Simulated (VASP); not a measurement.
# Settings for Cs₂SnI₆: self-consistent run

Cs₂SnI₆, Fm-3m (no. 225), 9 atoms in the cell. PBEsol; PAW potentials Cs_sv, I, Sn_d (PBE set). VASP 6.6.1.

Wanted: energy within 0.2 meV/atom; levels at the zone centre within 0.003 eV.

What the run is for: comparing ways to start; Accuracy asked: tight.

Levels at the zone centre: counted from the valence top at that point.

POSCAR:
```
Cs2SnI6
1.0
    0.0000000000      5.8138000000      5.8138000000
    5.8138000000      0.0000000000      5.8138000000
    5.8138000000      5.8138000000      0.0000000000
Cs I Sn
2 6 1
Direct
    0.7500000000      0.7500000000      0.7500000000
    0.2500000000      0.2500000000      0.2500000000
    0.7546400000      0.7546400000      0.2453600000
    0.2453600000      0.2453600000      0.7546400000
    0.7546400000      0.2453600000      0.7546400000
    0.2453600000      0.7546400000      0.7546400000
    0.2453600000      0.7546400000      0.2453600000
    0.7546400000      0.2453600000      0.2453600000
    0.0000000000      0.0000000000      0.0000000000
```

## How the run starts (with a second run first, the time holds both)

| How the run starts (with a second run first, the time holds both) | Energy less reference (meV/atom) | Levels at the zone centre, largest deviation (eV) | Time (s) |
|---|---|---|---|
| from scratch: 14 SCF iterations | 0.00 | 0.0000 | 80 |
| density of a coarse mesh (ICHARG 1): 15 + 11 SCF iterations | 0.00 | 0.0001 | 104 |
| orbitals of a lower cutoff (ISTART 1): 14 + 6 SCF iterations | 0.00 | 0.0000 | 75 |
| orbitals of a loose run: 10 + 3 SCF iterations | 0.00 | 0.0002 | 51 |

Chosen: orbitals of a loose run: 10 + 3 SCF iterations, the fastest of those that stay within half of the tolerance.

## All choices together

| Input | Energy less reference (meV/atom) | Levels at the zone centre, largest deviation (eV) | Time (s) |
|---|---|---|---|
| chosen settings | 0.00 | 0.0002 | 51 |
| reference settings throughout | 0.00 | 0.0000 | 80 |

The tolerance is met.

Values of the reference run: Levels at the zone centre: 0, 0, 0.0863 eV from the valence top at Gamma.

## The input

INCAR.step1:
```
SYSTEM = Cs2SnI6
GGA      = PS             ! functional
ISMEAR   = 0              ! smearing method
SIGMA    = 0.03           ! smearing width, eV
LWAVE    = .TRUE.         ! write WAVECAR
LCHARG   = .TRUE.         ! write CHGCAR
ISIF     = 2              ! what is computed and relaxed
PREC     = Normal         ! precision mode
LASPH    = .TRUE.         ! aspherical terms in the spheres
LREAL    = .FALSE.        ! projectors in reciprocal space
ALGO     = Normal         ! electronic algorithm
EDIFF    = 0.001          ! SCF threshold, eV
NELM     = 120            ! most SCF steps
GGA_COMPAT= .FALSE.      
ENCUT    = 400            ! plane-wave cutoff, eV
EFERMI   = MIDGAP        
```

INCAR.step2, as INCAR.step1 but for:
```
- LWAVE = .TRUE.
- LCHARG = .TRUE.
- PREC = Normal
- EDIFF = 0.001
+ LWAVE = .FALSE.
+ LCHARG = .FALSE.
+ PREC = Accurate
+ EDIFF = 1E-6
+ ISTART = 1
```

KPOINTS:
```
k-points
0
Gamma
  4 4 4
```

Commands (each step's output is kept before the next begins):
```
cat potpaw_PBE.64/Cs_sv/POTCAR potpaw_PBE.64/I/POTCAR potpaw_PBE.64/Sn_d/POTCAR > POTCAR
cp INCAR.step1 INCAR
mpirun -np 1 vasp_std > vasp.out
cp INCAR.step2 INCAR
mpirun -np 1 vasp_std > vasp.out
```

The chosen input took VASP 6.6.1 51 s on 1 core (AMD EPYC 9R45 (Zen 5)), a shared host.

## An input that fails: restart asked without its files

VASP's message: ERROR: charge density could not be read from file CHGCAR for ICHARG>10.

Changes against the starting input:
```
- NELM = 120
+ NELM = 60
+ ICHARG = 11
```
